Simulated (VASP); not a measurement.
## TaN: equation of state with LDA

Crystal: TaN.

```xyz
2
Lattice="0.0000 2.1785 2.1785 2.1785 0.0000 2.1785 2.1785 2.1785 0.0000" Properties=species:S:1:pos:R:3 pbc="T T T"
Ta    2.1785    2.1785    2.1785
N     4.3571    2.1785    2.1785
```

The cell comes from a database or a generator and needn't be the stable form of this composition.

| Quantity | Value |
| --- | --- |
| Program | VASP 6.6.1 |
| Task | equation of state |
| Functional | LDA |
| Potentials or basis | VASP PAW LDA potentials, release 64 (Ta_pv, N) |
| Cutoff | 520 eV |
| k mesh | 8 × 8 × 8 |
| Occupations | fermi-dirac, width 0.05 eV |
| Spin | no spin polarisation |
| Ladder | gaps |
| Further INCAR settings | ALGO = Normal; EDIFF = 1e-07 |

```yaml
Equilibrium_volume: 10.34 Å³/atom
Bulk_modulus: 374 GPa
Pressure_derivative_of_the_bulk_modulus: "4.6 (rough: it moves with the points fitted)"
```

Energy against volume, from the lowest point:
| volume (Å³/atom) | energy (meV/atom) |
| --- | --- |
| 9.926 | 21.17 |
| 10.133 | 5.17 |
| 10.339 | 0.00 |
| 10.546 | 4.53 |
| 10.753 | 17.71 |

All runs of the series together: 29 s on 1 thread of Intel(R) Xeon(R) Platinum 8259CL CPU @ 2.50GHz (Skylake/Cascade Lake), with other jobs on the host.

The run has no spin-orbit coupling, so splittings on Ta are missing.
